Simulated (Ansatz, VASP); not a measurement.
This is a calculation of Be for Ansatz 0.2.0.

File input.yaml:

```yaml
crystal:
  lattice:
    - [-1.2531209513, 1.2531209513, 1.2531209513]
    - [1.2531209513, -1.2531209513, 1.2531209513]
    - [1.2531209513, 1.2531209513, -1.2531209513]
  atoms:
    - { symbol: Be, position: [0.0, 0.0, 0.0] }
kpoints:
  mp_grid: { grid: [15, 15, 15] }
scf:
  occupations: { method: fermi_dirac, width: 0.05 }
hamiltonian:
  xc: pbe
  pseudopotentials: { kind: all_electron, lapw: { basis_error: 0.0005 } }
output:
  forces: true
  stress: true
  eigenvalues: true
```

Potentials or basis: all-electron LAPW, scalar-relativistic.

Run with:

```bash
$ ansatz run input.yaml --threads 1 --pin off --max-ram 2560MiB --backend cpu --events-out ev --progress --plain --runs-dir out
```

Question: Translate it to VASP 6.6.1. Potentials there: VASP PAW PBE potentials, release 64 (Be).

Answer: As run (the cutoff follows the program's own potentials):

The input INCAR:

```
ALGO = Normal ; EDIFF = 1E-6
ENCUT = 520 ; GGA = PE
ISIF = 2 ; ISMEAR = -1
LASPH = True ; LCHARG = False
LREAL = False ; LWAVE = False
NBANDS = 7 ; NELM = 60
PREC = Accurate ; SIGMA = 0.05
```

Contents of KPOINTS:

```
k-points
0
Gamma
  15 15 15
```

The input POSCAR:

```
Be
1.0
   -1.2531209513      1.2531209513      1.2531209513
    1.2531209513     -1.2531209513      1.2531209513
    1.2531209513      1.2531209513     -1.2531209513
Be
1
Direct
    0.0000000000      0.0000000000      0.0000000000
```

Potentials or basis: VASP PAW PBE potentials, release 64 (Be).

The run is started by

```sh
$ cat potpaw_PBE.64/Be/POTCAR > POTCAR
$ mpirun -np 1 vasp_std > vasp.out
```

Both were run:

|  | VASP | Ansatz | Ansatz less VASP |
| --- | --- | --- | --- |
| gap on the k mesh at the Fermi level (eV) | none | none | - |
| pressure (GPa) | -0.7 | -0.9 | -0.18 |

A gap of «none» marks a metal or a gap that the smearing closes. Ansatz ran all-electron here, so the differences hold the error of VASP's frozen core and of both bases.
